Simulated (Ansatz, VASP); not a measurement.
# Ni: VASP beside Ansatz

The input INCAR:

```
PREC = Accurate ; ENCUT = 520
EDIFF = 1E-7 ; ISMEAR = -1
SIGMA = 0.05 ; LREAL = False
LASPH = True ; NELM = 150
ALGO = Normal ; ISIF = 2
LWAVE = False ; LCHARG = False
ISPIN = 2 ; MAGMOM = 2
LORBIT = 11 ; LMAXMIX = 4
GGA = PE ; NBANDS = 15
```

The input KPOINTS:

```
regular mesh
0
Gamma
  15 15 15
```

File POSCAR:

```
Ni
1.0
    0.0000000000      1.7586000000      1.7586000000
    1.7586000000      0.0000000000      1.7586000000
    1.7586000000      1.7586000000      0.0000000000
Ni
1
Direct
    0.0000000000      0.0000000000      0.0000000000
```

Input for Ansatz:

```yaml
crystal:
  lattice:
    - [0.0, 1.7586, 1.7586]
    - [1.7586, 0.0, 1.7586]
    - [1.7586, 1.7586, 0.0]
  atoms:
    - { symbol: Ni, position: [0.0, 0.0, 0.0], spin: 2.0 }
magnetization:
  spin_polarized: true
hamiltonian:
  xc: pbe
  pseudopotentials: { kind: paw }
basis:
  ecutwfc: 420
kpoints:
  mp_grid: { grid: [15, 15, 15] }
scf:
  occupations: { method: fermi_dirac, width: 0.05 }
  lower_state_search: "off"
output:
  forces: true
  stress: true
```

Alike in both runs: task single point; functional PBE; k mesh 15 × 15 × 15; occupations fermi-dirac, width 0.05 eV; collinear spin.

|  | VASP | Ansatz |
| --- | --- | --- |
| version | VASP 6.6.1 | Ansatz 0.2.0 |
| potentials or method | VASP PAW PBE potentials, release 64 (Ni) | PAW, plane waves, scalar-relativistic |
| plane-wave cutoff (eV) | 520 | 420 |
| valence electrons in the cell | 10 | 18 |

```csv
,VASP,Ansatz,Ansatz less VASP
pressure (GPa),0.3,0.4,+0.07
net moment per atom (μB),0.64,0.66,+0.013
size of the moment on the site where the two differ most (μB),0.66,0.70,+0.040
```

Site moments also hang on the region over which each program counts them. The two sets of potentials don't hold the same shells in valence.
